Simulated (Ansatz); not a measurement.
Slab: In, a slab with vacuum.

```xyz
8
Lattice="3.3355 0.0000 0.0000 0.0000 5.5091 0.0000 0.0000 0.0000 24.6287" Properties=species:S:1:pos:R:3 pbc="T T T"
In    3.3355    4.1319    7.5000
In    1.6677    1.3773    8.4629
In    1.6677    4.1319   10.3886
In    0.0000    1.3773   11.3515
In    3.3355    4.1319   13.2772
In    1.6677    1.3773   14.2401
In    1.6677    4.1319   16.1658
In    0.0000    1.3773   17.1287
```

The cell isn't the ideal one: the (1 0 0) slab of In, cut from the database cell, not relaxed.

Below is the output of Ansatz 0.2.0 for this cell. Logs are shortened: lines on timing, memory, paths and dates and some standing lists are left out, and cuts for length are marked.

```text
Warning: RAYON_NUM_THREADS=4 ignored (pool sized by the plan → 4); use --threads N
Engine: ansatz 0.2.0, aarch64-unknown-linux-gnu
Pseudopotentials: kind: paw
Pseudopotential: In, paw, valence charge 13, recommended cutoff 420 eV (normal), In.paw.azcp
Functional definition: PBE
  parameter kappa = 0.804
  parameter beta = 0.06672455060314922
  exchange = pbe_x(kappa = kappa, mu = beta*pi^2/3)
  correlation = pbe_c(beta = beta)
Crystal: 8 atoms, lattice volume = 452.569 Å³
Basis set: ecut = 420 eV, 8887 PW (Γ), exchange–correlation on 48×80×360 points (8 copies of the dense FFT grid, shifted against one another)
[... 39 lines left out ...]
  E_vpaw       = -2387.380311  (= ΣTr[D̂ρ^β])
  E_aug_tail   = 0.000201  (compensation charges beyond the density's cutoff)
  E_efield     = 0.000000  (sawtooth field / dipole correction)
  E_vefield    = 0.000000  (∫n·V_field dr)
  E_ewald      = 22585.396793
  E_smearing   = -0.025985  (= −TS)
  E_closure    = -0.000000  (closes the sum)
  Σ components = -44781.984353   (vs F -44781.984353, Δ=0.00e0)
--- Forces (eV/Å), atoms counted from 1 ---
  atom   1  In     0.00000000     0.00000000     0.03911705
  atom   2  In     0.00000000    -0.00000000    -0.04701510
  atom   3  In     0.00000000     0.00000000     0.02839737
  atom   4  In     0.00000000     0.00000000     0.06741537
  atom   5  In     0.00000000    -0.00000000    -0.06741524
  atom   6  In     0.00000000    -0.00000000    -0.02839716
  atom   7  In     0.00000000     0.00000000     0.04701469
  atom   8  In     0.00000000    -0.00000000    -0.03911751
  max |Σ_I F_I| component: 5.31e-7 eV/Å
--- Band table (eV; the first three rows and the last of 15) ---
  k-point 0: bands = ["-12.0337", "-11.9944", "-11.9350", "-11.9172", "-11.9127", "-11.8840", "-11.8660", "-11.8626", "-11.8602", "-11.8496", "-11.8354", "-11.8308", "-11.8279", "-11.8135", "-11.8063", "-11.8006", "-11.7979", "-11.7851", "-11.7756", "-11.7742", "-11.7653", "-11.7562", "-11.7493", "-11.7461", "-11.7280", "-11.7272", "-11.7181", "-11.7024", "-11.6739", "-11.6600", "-11.6494", "-11.6384", "-11.5892", "-11.5825", "-11.5678", "-11.5626", "-11.5478", "-11.5470", "-11.5420", "-11.5404", "-6.4412", "-5.7055", "-4.4995", "-2.9908", "-1.4612", "-0.9838", "-0.5066", "-0.3218", "0.0340", "0.4508", "1.6331", "2.0016", "2.2710", "2.9622", "3.9063", "4.4677", "5.6866", "6.2338", "6.2842", "6.9000", "7.1491", "7.3396", "7.6187"]
  k-point 1: bands = ["-12.0191", "-11.9847", "-11.9354", "-11.9337", "-11.9094", "-11.8891", "-11.8846", "-11.8728", "-11.8606", "-11.8586", "-11.8414", "-11.8397", "-11.8330", "-11.8265", "-11.8093", "-11.8062", "-11.8053", "-11.7923", "-11.7893", "-11.7773", "-11.7692", "-11.7435", "-11.7143", "-11.7137", "-11.7130", "-11.7106", "-11.7087", "-11.6936", "-11.6739", "-11.6508", "-11.6417", "-11.6232", "-11.5898", "-11.5784", "-11.5736", "-11.5658", "-11.5607", "-11.5576", "-11.5521", "-11.5419", "-6.2273", "-5.4925", "-4.2937", "-2.9960", "-2.7646", "-2.2579", "-1.0954", "-0.5885", "0.8769", "1.5585", "1.7446", "2.2538", "3.0035", "3.8706", "4.0472", "4.9559", "5.7002", "5.8185", "6.5698", "7.1381", "7.3994", "7.5595", "7.8097"]
  k-point 2: bands = ["-11.9832", "-11.9646", "-11.9388", "-11.9297", "-11.9133", "-11.9073", "-11.9046", "-11.8930", "-11.8669", "-11.8665", "-11.8647", "-11.8602", "-11.8471", "-11.8451", "-11.8322", "-11.8251", "-11.8227", "-11.8220", "-11.7700", "-11.7642", "-11.7417", "-11.7314", "-11.6969", "-11.6901", "-11.6877", "-11.6737", "-11.6570", "-11.6522", "-11.6486", "-11.6432", "-11.6134", "-11.6134", "-11.6131", "-11.6028", "-11.6006", "-11.5952", "-11.5943", "-11.5531", "-11.5487", "-11.5473", "-5.5797", "-4.8594", "-4.4759", "-3.8690", "-3.5383", "-2.6860", "-2.0144", "-1.1785", "0.6332", "1.4138", "2.7964", "3.4726", "4.3597", "4.6317", "5.6545", "5.7418", "6.3300", "6.7178", "7.1080", "7.3482", "7.4716", "7.7314", "7.9510"]
  k-point 14: bands = ["-11.9666", "-11.9660", "-11.9479", "-11.9449", "-11.9280", "-11.9230", "-11.9202", "-11.9126", "-11.9027", "-11.8833", "-11.8739", "-11.8732", "-11.8383", "-11.8352", "-11.8245", "-11.8223", "-11.7853", "-11.7623", "-11.7601", "-11.7582", "-11.7431", "-11.6854", "-11.6682", "-11.6675", "-11.6646", "-11.6591", "-11.6590", "-11.6539", "-11.5904", "-11.5815", "-11.5746", "-11.5694", "-11.5630", "-11.5613", "-11.5545", "-11.5540", "-11.5332", "-11.5136", "-11.5105", "-11.5079", "-1.9160", "-1.8693", "-1.4216", "-0.9423", "-0.8589", "-0.7956", "-0.4554", "-0.4010", "0.3631", "0.7028", "0.8596", "1.3904", "1.6823", "1.8347", "2.4168", "2.6703", "4.4616", "4.5332", "4.9684", "5.3753", "6.2444", "6.4578", "6.6412"]
```

Task: What input gives this log?

Result: Single point with PBE, no spin polarisation. The files as run (others can give the same):

input.yaml
```yaml
crystal:
  lattice:
    - [3.335484782, 0.0, 0.0]
    - [0.0, 5.50914292, 0.0]
    - [0.0, 0.0, 24.6287152031]
  atoms:
    - { symbol: In, position: [0.999999995, 0.75, 0.3045225842] }
    - { symbol: In, position: [0.500000005, 0.25, 0.3436180681] }
    - { symbol: In, position: [0.499999995, 0.75, 0.4218090335] }
    - { symbol: In, position: [5.0e-09, 0.25, 0.4609045173] }
    - { symbol: In, position: [0.999999995, 0.75, 0.5390954827] }
    - { symbol: In, position: [0.500000005, 0.25, 0.5781909665] }
    - { symbol: In, position: [0.4999999949, 0.75, 0.6563819319] }
    - { symbol: In, position: [4.9e-09, 0.25, 0.6954774158] }
hamiltonian:
  xc: pbe
  pseudopotentials: { kind: paw }
kpoints:
  mp_grid: { grid: [8, 5, 1] }
scf:
  occupations: { method: fermi_dirac, width: 0.05 }
output:
  forces: true
  eigenvalues: true
efield:
  axis: 3
  dipole_correction: true
  ramp_width: 0.04
```

Potentials or basis: Ansatz PAW.
Run with:
```sh
$ ansatz run input.yaml --threads 4 --pin off --max-ram 11264MiB --backend cpu --events-out ev --progress --plain --runs-dir out
```
